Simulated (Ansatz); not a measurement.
## InPd: what symmetry allows forces and stress to be

```
CELL_PARAMETERS angstrom
3.32293 -0.19631 -0.19631
-0.19631 3.32293 -0.19631
-0.19631 -0.19631 3.32293
ATOMIC_POSITIONS crystal
In 0.01765 0.01765 0.01765
Pd 0.48235 0.48235 0.48235
```

These are results of DFT PBE, scalar-relativistic, plane waves, PAW in Ansatz, not measurements.

Settings: cutoff 420 eV, Γ-centred mesh 12×12×12 on the computed 2-atom cell, Gaussian smearing of 0.10 eV; no spin polarisation.

This distorted cell has space group R3m, with 6 operations.

Question: Without a calculation: in which directions can each atom feel a force?

Answer: A force must be left unchanged by every operation that keeps its atom in place, so it lies in the space that those operations leave fixed. Atoms that the group maps onto each other feel forces of one size.
| atom | site symmetry | operations at the site | equivalent to atom | allowed force (Cartesian) |
| --- | --- | --- | --- | --- |
| In1 | 3m | 6 | 1 | along (0.58, 0.58, 0.58) |
| Pd2 | 3m | 6 | 2 | along (0.58, 0.58, 0.58) |

That leaves 2 independent force components of 6, tied by 1 condition that the forces sum to zero, so 1 remains. A relaxation in this cell that keeps the symmetry moves the atoms in these directions alone.

Question: And the stress tensor?

Answer: It must be invariant under the point group, which leaves 2 independent components: xx = yy, xx = zz, yy = zz, yz = xz, yz = xy, xz = xy.

Question: Do the computed values obey this?

Answer: Yes. Forces (eV/Å):
```
In1 -1.745 -1.745 -1.745
Pd2  1.745  1.745  1.745
```

Stress (GPa, compression positive, xx yy zz yz xz xy): 10.48 10.48 10.48 14.66 14.66 14.66. The program imposes the same operations on density, forces and stress, so this confirms the analysis and is no independent test of the calculation.